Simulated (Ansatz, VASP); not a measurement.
TaN in VASP and in Ansatz

Contents of INCAR:

```
PREC = Accurate
ENCUT = 520
EDIFF = 1E-6
ISMEAR = 0
SIGMA = 0.15
LREAL = F
LASPH = T
NELM = 100
ALGO = Normal
ISIF = 2
LWAVE = F
LCHARG = T
GGA = PS
LELF = T
LVHAR = T
NBANDS = 24
```

The input KPOINTS:

```
regular mesh
0
Gamma
  14 14 10
```

POSCAR

```
TaN
1.0
    0.0000000000     -2.1874436362     -2.1874436362
    0.0000000000      2.1874436362     -2.1874436362
    4.3748872723      0.0000000000      0.0000000000
Ta N
2 2
Direct
    0.5000000000      0.5000000000     -0.0208865114
    0.0000000000      0.0000000000      0.5208865114
    0.5000000000      0.5000000000      0.4552445611
    0.0000000000      0.0000000000      0.0447554389
```

Input for Ansatz:

```yaml
crystal:
  lattice:
    - [0.0, -2.1874436362, -2.1874436362]
    - [0.0, 2.1874436362, -2.1874436362]
    - [4.3748872723, 0.0, 0.0]
  atoms:
    - { symbol: Ta, position: [0.5, 0.5, -0.0208865114] }
    - { symbol: Ta, position: [0.0, 0.0, 0.5208865114] }
    - { symbol: "N", position: [0.5, 0.5, 0.4552445611] }
    - { symbol: "N", position: [0.0, 0.0, 0.0447554389] }
basis:
  ecutwfc: 520.0
kpoints:
  mp_grid: { grid: [14, 14, 10] }
hamiltonian:
  xc: pbesol
  pseudopotentials: { kind: paw, azcp: { folder: soft_1 } }
scf:
  occupations: { method: gaussian, width: 0.15 }
output:
  forces: true
  stress: true
  eigenvalues: true
```

Change from the starting cell: mode 1 frozen in at -0.196 Å and mode 2 at +0.000 Å (largest displacements).

Alike in both runs: task single point; functional PBEsol; k mesh 14 × 14 × 10; occupations gaussian, width 0.15 eV; no spin polarisation.

|  | VASP | Ansatz |
| --- | --- | --- |
| version | VASP 6.6.1 | Ansatz 0.2.0 |
| potentials or method | VASP PAW PBE potentials, release 64 (Ta_pv, N) | scalar-relativistic, plane waves, PAW |
| plane-wave cutoff (eV) | 520 | 520 |
| valence electrons in the cell | 32 | 36 |

|  | VASP | Ansatz | Ansatz less VASP |
| --- | --- | --- | --- |
| gap on the k mesh at the Fermi level (eV) | none | none | - |
| pressure (GPa) | 2.3 | 1.1 | -1.22 |
| largest component of the traceless stress (GPa) | 17.01 | 16.75 | -0.259 |
| rms of the force components (eV/Å) | 0.644 | 0.628 | -0.0165 |

Atom by atom the forces differ by 0.019 eV/Å (rms over components). A gap of «none» marks a metal or a gap that the smearing closes. With one functional, cell and mesh, what is left measures potentials, basis and numerics. The two sets of potentials don't hold the same shells in valence. Ansatz warned: «pseudo_functional_mismatch».

Caveats: the PAW data sets were made with another functional, which shifts forces and pressure a little (VASP). The runs have no spin-orbit coupling, so splittings on Ta are missing.
